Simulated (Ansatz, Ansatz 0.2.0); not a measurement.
# The lattice constant of the spinel MnSc₂Se₄: r2SCAN within 0.5 %, and the part played by dispersion

## Starting point

The reference is a neutron powder diffraction measurement at 20 K on polycrystalline MnSc₂Se₄, made by solid-state synthesis from the elements. It gives a cubic lattice constant a = 11.0873 ± 0.0006 Å. The source is "Magnetic order and exchange couplings in the frustrated diamond lattice antiferromagnet MnSc$_2$Se$_4$" (2022, arXiv:2204.00677). The compound is a normal spinel: high-spin Mn²⁺ occupies the tetrahedral sites, which form a diamond lattice, and nonmagnetic Sc³⁺ the octahedral ones. Its frustrated antiferromagnetism orders only at very low temperature. At 20 K most of the thermal expansion is frozen out, while the zero-point expansion is still contained in the measured cell.

| compared with | measured | source's wording or label | T (K) | method |
| --- | --- | --- | --- | --- |
| a (Å) | 11.0873 ± 0.0006 | 11.0873 ± 0.0006 A | 20 | neutron powder diffraction |

Conditions are those given with the value in the passage it was taken from; "not stated" means there, and the paper may say more elsewhere. The values are a selection: others may have been left out beforehand as unlike or outlying.

## Choices

My aim is the lattice constant a to within 0.5 %, or about 0.06 Å. That is a demanding but fair test of a density functional on a magnetic selenide: the usual errors of LDA exceed it, and a good functional for solids should meet it. The quoted uncertainty of the measurement is far smaller. Zero-point motion, which static relaxations leave out, should add roughly 0.1 % for atoms of these masses, so it can matter only near the limit.

The model is the 14-atom primitive cell with the two Mn moments antiparallel, a collinear stand-in for the real magnetic state. Cell and atoms are relaxed from a database structure that itself comes from earlier theory. Its a of 11.127 Å lies 0.04 Å above the measured value and serves only as a start.

I go straight to r2SCAN. LDA is cheaper but usually contracts such lattices by one per cent or more, and a semilocal GGA leaves the Mn 3d shell too delocalised, which tends to shorten the Mn–Se bond. After a mesh check I shall set a GGA for solids, with and without a Hubbard term on Mn, beside the result.

Plain PBE isn't shown in this study.

System: MnSc2Se4, cubic spinel; Fd-3m (No. 227), 14 atoms in the primitive cell; the database structure is a structure relaxed by earlier theory (a GGA or r2SCAN, not named), not a measurement: a = 11.127 Å; structure from the Materials Project.

On the selection of runs and values: Further runs on this system are not shown.

## 1. r2SCAN on two k meshes

The 4×4×4 relaxation is the one I mean to judge by. The same relaxation on a 2×2×2 mesh shows how much the sampling matters at this level; for a semiconductor with a cell this large I expect very little change in a. I shall also look at the Mn moment, which should be that of a high-spin d⁵ ion, reduced somewhat by covalency and by the finite sphere.

**Run 1.** Ansatz 0.2.0: r2SCAN, antiferromagnetic start, cell and atoms relaxed from the database structure, PAW set soft_2, cutoff 500 eV (default), 4x4x4 k mesh, Gaussian smearing 0.02 eV.

Key lines of the input:
```
crystal:
  # lattice and atoms, with starting spins
kpoints:
  mp_grid: { grid: [4, 4, 4] }
hamiltonian:
  xc: r2scan
scf:
  occupations: { method: gaussian, width: 0.02 }
output:
  forces: true
  stress: true
magnetization:
  spin_polarized: true
relax:
  adjacent_minimum: "off"
  f_tol: 0.005
  max_steps: 60
  cell: { stress_tol: 0.03 }
```

Command:
```
ansatz run input.yaml --threads 8 --pin off --max-ram 16384MiB --backend cpu --events-out ev --progress --plain --runs-dir out
```

Selected lines of the output:
```
relax step   3: F+E_penalty+E_count = -60218.95820005 eV  [...]  max|allowed force component| = 9.495e-4 eV/Å  [...]  P = -0.001 GPa  Ω = 343.650 Å³  [...]
Magnetization: 0.0000 μB (101.0000 up, 101.0000 down)
```

Converged; 98 s on 8 cores of Arm Neoverse V2, shared host.

**Run 2.** Ansatz 0.2.0: r2SCAN, antiferromagnetic start, cell and atoms relaxed from the database structure, PAW set soft_2, cutoff 500 eV (default), 2x2x2 k mesh, Gaussian smearing 0.02 eV.

Key lines of the input, as changed from run 1:
```diff
  kpoints:
-   mp_grid: { grid: [4, 4, 4] }
+   mp_grid: { grid: [2, 2, 2] }
```

Selected lines of the output:
```
relax step   2: F+E_penalty+E_count = -60218.75413883 eV  [...]  max|allowed force component| = 2.015e-3 eV/Å  [...]  P = -0.001 GPa  Ω = 344.739 Å³  [...]
```

Converged; took 20 s.

| quantity | run 1 | run 2 | measured |
| --- | --- | --- | --- |
| a (Å) | 11.119 | 11.131 | 11.0873 ± 0.0006 |
| net moment per formula unit (μB) | 0.000 | 0.000 |  |
| size of moment on Mn (μB) | 4.306 | 4.304 |  |
| conventional cell volume (Å³) | 1374.6 | 1379.0 |  |

r2SCAN on the 4×4×4 mesh gives a = 11.119 Å, 0.032 Å or 0.3 % above the neutron value and inside the target. Zero-point expansion would lengthen the computed cell further, to roughly 0.4 % too long, which still leaves it within the limit. The Mn moment of 4.31 μB in its sphere fits high-spin Mn²⁺, and the two sublattices cancel.

The mesh matters more than I expected. On 2×2×2 the lattice constant is 0.012 Å longer, about a tenth of a per cent, while the moment hardly changes. The coarse mesh would also pass, but I judge by the denser one. The comparison shows how far the coarse mesh is off, without proving that 4×4×4 is fully converged.

## 2. PBEsol with and without U

For scale I now set PBEsol beside r2SCAN, on the same 4×4×4 mesh, once plain and once with a Hubbard U of 3.9 eV on Mn. Plain PBEsol should give a shorter cell than r2SCAN, quite possibly shorter than the measured one. The U term localises the 3d electrons, so I expect it to raise the Mn moment and lengthen the Mn–Se bond, and a with it. The pair will show how much of the difference between the functionals could come from the Mn shell.

**Run 3.** Ansatz 0.2.0: PBEsol, antiferromagnetic start, cell and atoms relaxed from the database structure, PAW set soft_2, cutoff 420 eV (default), 4x4x4 k mesh, Gaussian smearing 0.02 eV.

Key lines of the input, as changed from run 1:
```diff
  hamiltonian:
-   xc: r2scan
+   xc: pbesol
```

Selected lines of the output:
```
relax step   4: F+E_penalty+E_count = -59594.87922210 eV  [...]  max|allowed force component| = 1.633e-3 eV/Å  [...]  P = -0.025 GPa  Ω = 329.558 Å³  [...]
```

Converged; 3.8 min on 8 cores of AMD EPYC (Zen 3), shared host.

**Run 4.** Ansatz 0.2.0: PBEsol+U (Mn 3.9 eV on ortho-atomic projectors), antiferromagnetic start, cell and atoms relaxed from the database structure, PAW set soft_2, cutoff 420 eV (default), 4x4x4 k mesh, Gaussian smearing 0.02 eV.

Key lines of the input, as changed from run 3:
```diff
  hamiltonian:
+   hubbard:
+     sites: [{ species: Mn, l: d, u_eff: 3.9 }]
+     projectors: ortho-atomic
```

Command:
```
ansatz run input.yaml --threads 4 --pin off --max-ram 16384MiB --backend cpu --events-out ev --progress --plain --runs-dir out
```

Selected lines of the output:
```
relax step   4: F+E_penalty+E_count = -59593.19870675 eV  [...]  max|allowed force component| = 6.456e-4 eV/Å  [...]  P = -0.002 GPa  Ω = 338.941 Å³  [...]
```

Converged; 88 s on 4 cores of Intel Xeon Platinum 8488C (Sapphire Rapids), shared host.

| quantity | run 3 | run 4 | measured |
| --- | --- | --- | --- |
| a (Å) | 10.965 | 11.068 | 11.0873 ± 0.0006 |
| net moment per formula unit (μB) | 0.000 | 0.000 |  |
| size of moment on Mn (μB) | 4.030 | 4.386 |  |
| conventional cell volume (Å³) | 1318.2 | 1355.8 |  |

Plain PBEsol contracts the cell to 10.965 Å, 1.1 % below the measured value and well outside the target; zero-point expansion would recover only a small part of that. With U on Mn the lattice constant rises by 0.103 Å to 11.068 Å, 0.2 % short, and the Mn moment grows from 4.03 to 4.39 μB. Both changes have the sign expected from more localised 3d electrons and a weaker covalent Mn–Se bond.

The shift from U is about two thirds of the gap between PBEsol and r2SCAN. This makes the Mn shell a plausible main source of that gap, though it does not show that r2SCAN acts through the same mechanism. PBEsol+U lies closer to experiment than r2SCAN here, but its result depends on the chosen U, so I keep r2SCAN as the level to judge by.

## 3. Adding dispersion to r2SCAN

r2SCAN errs on the long side, and it lacks long-range dispersion, which could matter between polarisable selenide ions. I therefore add the nonlocal rVV10 term and leave the mesh and the PAW set as they are. The extra attraction should shorten the cell by a few hundredths of an ångström at most, towards the measured value. The run tests how sensitive the r2SCAN result is to this omission; it is no check of the mesh.

**Run 5.** Ansatz 0.2.0: r2SCAN+rVV10, antiferromagnetic start, cell and atoms relaxed from the database structure, PAW set soft_2, cutoff 500 eV (default), 4x4x4 k mesh, Gaussian smearing 0.02 eV.

Key lines of the input, as changed from run 1:
```diff
  hamiltonian:
+   dispersion: rvv10
```

Selected lines of the output:
```
relax step   4: F+E_penalty+E_count = -60203.78600679 eV  [...]  max|allowed force component| = 1.669e-3 eV/Å  [...]  P = +0.007 GPa  Ω = 339.322 Å³  [...]
```

Converged; 2.3 min on 8 cores of Arm Neoverse V2, shared host.

| quantity | run 5 | measured | deviation |
| --- | --- | --- | --- |
| a (Å) | 11.072 | 11.0873 ± 0.0006 | −0.015 (−0.1 %) |
| net moment per formula unit (μB) | 0.000 |  |  |
| size of moment on Mn (μB) | 4.282 |  |  |
| conventional cell volume (Å³) | 1357.3 |  |  |

The rVV10 term shortens the lattice constant by 0.047 Å to 11.072 Å, at the upper end of what I expected. The deviation changes sign, from 0.3 % too long to 0.1 % too short, and both r2SCAN results lie within the target. The Mn moment falls only slightly, from 4.31 to 4.28 μB, so the high-spin state is unchanged and the contraction comes with the added attraction.

The shift is larger than the error of plain r2SCAN itself. Dispersion is therefore not a negligible detail in this selenide, even though its bonding is mainly ionic and covalent. It is also about four times the difference between the two k meshes, and both runs compared here use the denser one, so sampling is unlikely to account for it.

## Table of results

| run | settings | a (Å) | deviation | cost |
| --- | --- | --- | --- | --- |
| 1 | r2SCAN, cutoff 500 eV (default), 4x4x4 k mesh | 11.119 | +0.032 (+0.3 %) | 13 core-min |
| 2 | r2SCAN, cutoff 500 eV (default), 2x2x2 k mesh | 11.131 | +0.043 (+0.4 %) | 2.7 core-min |
| 3 | PBEsol, cutoff 420 eV (default), 4x4x4 k mesh | 10.965 | −0.123 (−1.1 %) | 30 core-min |
| 4 | PBEsol+U (Mn 3.9 eV on ortho-atomic projectors), cutoff 420 eV (default), 4x4x4 k mesh | 11.068 | −0.019 (−0.2 %) | 5.9 core-min |
| 5 | r2SCAN+rVV10, cutoff 500 eV (default), 4x4x4 k mesh | 11.072 | −0.015 (−0.1 %) | 18 core-min |
|  | measured | 11.0873 ± 0.0006 |  |  |

Further runs on the same system, made beside this series (convergence steps with loose settings among them):

| further | settings | a (Å) | deviation | cost | status |
| --- | --- | --- | --- | --- | --- |
| F1 | PBEsol+D3(BJ), antiferromagnetic start, PAW set soft_2, cutoff 420 eV (default), 4x4x4 k mesh | 10.830 | −0.257 (−2.3 %) | 8.9 core-min |  |
| F2 | BLYP+D3(BJ), antiferromagnetic start, PAW set soft_2, cutoff 420 eV (default), 4x4x4 k mesh | 10.947 | −0.140 (−1.3 %) | 8.4 core-min |  |
| F3 | LDA+U (Mn 3.9 eV), antiferromagnetic start, PAW set soft_2, cutoff 420 eV (default), 4x4x4 k mesh | 10.937 | −0.150 (−1.4 %) | 40 core-min |  |
| F4 | LDA, antiferromagnetic start, PAW set soft_2, cutoff 420 eV (default), 4x4x4 k mesh | 10.829 | −0.258 (−2.3 %) | 40 core-min |  |
| F5 | LDA+U (Mn 1.9 eV on ortho-atomic projectors), antiferromagnetic start, PAW set soft_2, cutoff 420 eV (default), 4x4x4 k mesh | 10.890 | −0.197 (−1.8 %) | 6.8 core-min |  |
| F6 | LDA, PseudoDojo norm-conserving pseudopotentials, antiferromagnetic start, cutoff 1306 eV (default), 4x4x4 k mesh | 10.833 | −0.255 (−2.3 %) | 29 core-min |  |
| F7 | LDA, antiferromagnetic start, PAW set soft_2, cutoff 420 eV (default), 2x2x2 k mesh | 10.841 | −0.247 (−2.2 %) | 19 core-min |  |
| F8 | LDA, ferromagnetic start, PAW set soft_2, cutoff 420 eV (default), 4x4x4 k mesh | 10.829 | −0.259 (−2.3 %) | 5 core-min | warnings: other_magnetic_order |
| F9 | LDA, antiferromagnetic start, PAW set soft_2, cutoff 420 eV (default), 6x6x6 k mesh | 10.829 | −0.259 (−2.3 %) | 13 core-min |  |
|  | measured | 11.0873 ± 0.0006 |  |  |  |

## Judgement

r2SCAN on the 4×4×4 mesh meets the target. It gives a = 11.119 Å, 0.3 % above the neutron value, for 13 core-minutes. Zero-point expansion, roughly 0.1 %, would widen the error to about 0.4 %, still within the 0.5 % limit.

The most informative step was adding rVV10, which shortens the cell by 0.047 Å. That has the right sign and about the right size to explain the excess length of plain r2SCAN, so missing dispersion is a plausible main cause, though one added term does not prove it. With rVV10 the static cell is 0.1 % too short, and zero-point expansion would bring it closer to experiment. Dispersion is no general remedy, however: PBEsol, already too short, falls to 2.3 % below the measurement with D3(BJ).

The treatment of the Mn shell matters as well. A U of 3.9 eV takes PBEsol from a clear miss to 0.2 % below experiment, but that agreement depends on the value of U. LDA is 2.3 % too short and stays outside the target with either U tried, which bears out skipping it as the main level.

The 2×2×2 mesh lengthens the r2SCAN cell by 0.012 Å. LDA shows the same shift, and there a 6×6×6 mesh changes a by no more than about 0.001 Å from 4×4×4. Norm-conserving potentials move the LDA value by only 0.004 Å. Both checks are reassuring but hold strictly for LDA; a denser mesh, a higher cutoff and other potentials with r2SCAN are not shown in this report. The collinear order is only a stand-in for the real magnetic state at 20 K. The low ordering temperature alone does not prove weak exchange, because frustration lowers it too. In LDA, however, a ferromagnetic start changes a by no more than about 0.001 Å, which suggests that the effect of this choice on a is small.

[Logs are printed without paths, hosts, clocks, repeated set-up lines and the standing remarks that a program may print on its own settings, such as how far it seeks lower states.]

[The runs shown are a pick from a larger set of finished runs; failed, doubtful and other runs were left out of it ahead of writing. So were measured values far from every level or from commonly accepted values, and agreement can look better than it is. Lines of input and output are excerpts and may be shortened.]

[Known faults of this kind of run, not weighed in the text above: warnings of the run leave room for a lower electronic state (some of the further or reviewer's runs), so energies may not be the lowest and differences between runs may mislead.]
